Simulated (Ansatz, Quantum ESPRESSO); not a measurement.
## SnTe: the pressure in 2 programs

The cell as given:

The structure is cubic, space group Fm-3m (No. 225). Conventional cell: a = 6.302 Å, b = 6.302 Å, c = 6.302 Å, α = 90.00°, β = 90.00°, γ = 90.00°. Te (site symmetry m-3m) is surrounded by 6 Sn at 3.15 Å. Around Sn (site symmetry m-3m) lie 6 Te at 3.15 Å.

Kept alike: task relaxation of cell and atoms; functional PBE; k mesh 7 × 7 × 7; occupations fermi-dirac, width 0.05 eV; no spin polarisation. The mesh is that of the run's cell of 2 atoms. No spin-orbit coupling.

- A: Ansatz, Ansatz PAW, cutoff 420 eV
- B: Quantum ESPRESSO, SSSP 1.3 efficiency PBE, cutoff 939 eV

```csv
pressure (GPa),A: volume (Å³/atom),B: volume (Å³/atom)
0,32.873,32.774
2,?,31.323
5,29.757,29.661
10,27.745,27.665
```

Values hold for each row's relaxed cell, which stops near the pressure aimed at. Ansatz's stress holds its Pulay term. The runs follow the start's structure, whether or not it is the stable one at these pressures.

Question: Estimate the value left open.

Answer: In the median of the other rows A lies +0.096 Å³/atom from the other column, which points to 31.419; the run gave 31.426 Å³/atom, +0.007 from it.
